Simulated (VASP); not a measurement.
Te, 3 atoms in the cell. It takes space group P3_121 (No. 152, trigonal). The conventional cell has a = 4.457 Å, b = 4.457 Å, c = 5.929 Å, α = 90.00°, β = 90.00°, γ = 120.00°. Around Te (site symmetry 2) lie 2 Te at 2.84 Å. 

| Property | Result |
| --- | --- |
| Program | VASP 6.6.1 |
| Task | single point |
| Functional | LDA |
| Potentials or basis | VASP PAW LDA potentials, release 64 (Te) |
| Cutoff | 300 eV |
| k mesh | 9 × 9 × 6 |
| Occupations | gaussian, width 0.01 eV |
| Spin | no spin polarisation |
| Further INCAR settings | ALGO = Normal; EDIFF = 1e-07 |

Potentials or basis: VASP PAW LDA potentials, release 64 (Te).

Launch:

```bash
$ cat potpaw_LDA.64/Te/POTCAR > POTCAR
$ mpirun -np 1 vasp_std > vasp.out
```

Hardware: 1 thread of Intel(R) Xeon(R) 6975P-C (Granite Rapids), with other jobs on the host.

Q: How long does it take, and how much memory?

A: Run time: 12 s on 1 thread of Intel(R) Xeon(R) 6975P-C (Granite Rapids), on a shared host, peak memory 0.16 GiB. Counts: scf iterations 12, k points 62.
